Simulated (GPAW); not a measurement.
A run of GPAW 26.7.0:

Contents of run.py:

```python
import numpy as np
from ase.dft.bandgap import bandgap
from ase.io import write
from ase.spacegroup import crystal
from ase.units import Bohr, GPa
from gpaw import GPAW, PW
from gpaw.elf import elf_from_dft_calculation
from gpaw.hyperfine import hyperfine_parameters

# V 2a
atoms = crystal(['V'],
                basis=[[0.0, 0.0, 0.0]],
                spacegroup=229, setting=1,  # Im-3m
                cellpar=[3.0287, 3.0287, 3.0287, 90.0, 90.0, 90.0],
                primitive_cell=True)
atoms.set_initial_magnetic_moments([2.0])

calc = GPAW(mode=PW(600),
            xc='PBE',
            kpts={'size': (12, 12, 12), 'gamma': True},
            occupations={'name': 'fermi-dirac', 'width': 0.05},
            nbands=15,
            convergence={'density': 1e-05, 'energy': 1e-05},
            maxiter=150,
            txt='gpaw.txt')
atoms.calc = calc
energy = atoms.get_potential_energy()
forces = atoms.get_forces()
stress = atoms.get_stress()
calc.write('gs.gpw')
write('result.traj', atoms)
print(f'Energy: {energy:.6f} eV')
print('Forces (eV/A):')
print(forces.round(4))
print('Stress (GPa):', (stress / GPa).round(3))
print('Moments:', calc.get_magnetic_moments().round(3))
print('Fermi level:', round(calc.get_fermi_level(), 4), 'eV')
print(f'Gap: {bandgap(calc)[0]:.4f} eV, direct: {bandgap(calc, direct=True)[0]:.4f} eV')

mu_N = 3.15245125e-8  # eV/T
for core in (True, False):
    A = hyperfine_parameters(calc, exclude_core=not core)
    for a, A_vv in zip(atoms, A):
        iso = np.trace(A_vv) / 3
        dip = np.linalg.eigvalsh(A_vv - iso * np.eye(3))
        print('with core' if core else 'valence', a.symbol, f'contact field {iso / (2 * mu_N):.3f} T, dipolar',
              *(dip / (2 * mu_N)).round(3), 'T')

# fields on the real-space grid
write('density.cube', atoms, data=calc.get_pseudo_density() * Bohr**3)
write('potential.cube', atoms, data=calc.get_electrostatic_potential())
write('spin.cube', atoms, data=(calc.get_pseudo_density(spin=0) - calc.get_pseudo_density(spin=1)) * Bohr**3)
write('elf.cube', atoms, data=elf_from_dft_calculation(calc).data)
```

Potentials or basis: GPAW PAW data sets (gpaw-data 1.2.1), pw.

Launch:

```sh
$ OMP_NUM_THREADS=1 python run.py
```

Hardware: 1 thread of Arm Neoverse V1, with other jobs on the host.

Problem. How long does it take, and how much memory?

Solution. Run time: 27 s on 1 thread of Arm Neoverse V1, on a shared host, peak memory 0.15 GiB. Counts: scf iterations 13, plane waves 476, bands 15, k points 72.
